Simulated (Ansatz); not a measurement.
Ni₃Ge: how the free axis answers a strain

Ni₃Ge, Pm-3m, a = 3.533 Å. The structure is a Materials Project entry; whether it is the stable form wasn't checked. Ansatz: r2SCAN, PAW, 500 eV, Γ-centred 14×14×14 mesh on 4 atoms, Gaussian smearing 0.10 eV; no spin polarisation. Series: biaxial strain in the a-b plane, c and atoms relaxed; x is the strain in per cent. y is the change of c in per cent of 3.533 Å.

```tsv
x (%)	y (%)
-4.5	?
-3.0	3.11
-1.5	1.58
0.0	0.00
1.5	-1.61
3.0	-3.26
4.5	-5.01
```

Question: Fit y = c1 x + c2 x² to the other rows, say what c1 measures, and predict the missing y.

Answer: Least squares on the rows shown. y = −1.065 x − 0.01000 x². With no stress along c, c1 = −2C12/C11 = -1.065. At x = -4.5 the fit asked for gives 4.59 %. The run gave 4.60 %, so the fit is 0.01 % too low, within the rms miss on the fitted rows (0.01 %).